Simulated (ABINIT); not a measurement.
The system is C.

```xyz
2
Lattice="0.0000 1.7834 1.7834 1.7834 0.0000 1.7834 1.7834 1.7834 0.0000" Properties=species:S:1:pos:R:3 pbc="T T T"
C     2.6751    2.6751    2.6751
C     1.7834    1.7834    1.7834
```

This isn't the form of C at room conditions, which is graphite.

Program: ABINIT 10.8.3 (patched build). Alike in all runs: task single point; potentials or basis JTH PAW PBE v2.0; no spin polarisation; cell as given; k mesh 13 × 13 × 13; cutoff (eV) 626; smearing fermi-dirac 0.05 eV.

Question: Order these runs on this cell by their band gap on the k mesh, lowest first.
A. level PW91
B. level PBEsol
C. level SCAN

Answer: B (4.01 eV), A (4.19 eV), C (4.46 eV).

Caveats: an odd mesh through Γ misses points on the zone boundary, where band edges often lie; the atomic spheres overlap.

Runs at the PBE level aren't shown here.
